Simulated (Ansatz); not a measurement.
Sb: stiffness from a series of strains

```
CELL_PARAMETERS angstrom
0.00000 2.30500 2.30500
2.30500 0.00000 2.30500
2.30500 2.30500 0.00000
ATOMIC_POSITIONS crystal
Sb 0.00000 0.00000 0.00000
```

The geometry is COD entry 9013009, unchecked; take it as a test cell.

No spin–orbit coupling, which matters for the heavy atoms here.

These are results of Ansatz 0.2.0, DFT, PBE, all-electron LAPW, scalar-relativistic, not measurements.

Sampling and basis: a Γ-centred 12×12×12 k mesh, Fermi–Dirac smearing of 0.05 eV, basis error target 1 meV/atom, no spin polarisation.

The strain is applied along the Cartesian axes of the cell as listed (γ is the engineering shear, twice εxy = εyz = εzx). Fractional coordinates are held (clamped ions).

σ is the change of stress from the unstrained cell, which is at 8.71 GPa; tension is positive, so slopes are stress–strain coefficients at that pressure. In a metal the k mesh adds noise.

Only quantities that a quadratic follows smoothly over the whole series are listed; rougher ones are left out.

```csv
γ,σxy (GPa)
-0.0300,-0.40
-0.0200,-0.31
-0.0100,-0.20
0.0000,0.00
0.0200,0.19
0.0300,0.37
```

**Question.** Fit the series and read off the stiffness at zero strain.

**Answer.** Least-squares fits y = p0 + p1 x + p2 x² to the rows give σxy (GPa): p1 = 12.8, p2 = 24. So C44 (clamped ions) = 13 GPa.

**Question.** One run, at γ = 0.0100, is withheld. Predict its row.

**Answer.** The fits give 0.08; the run gave 0.08.
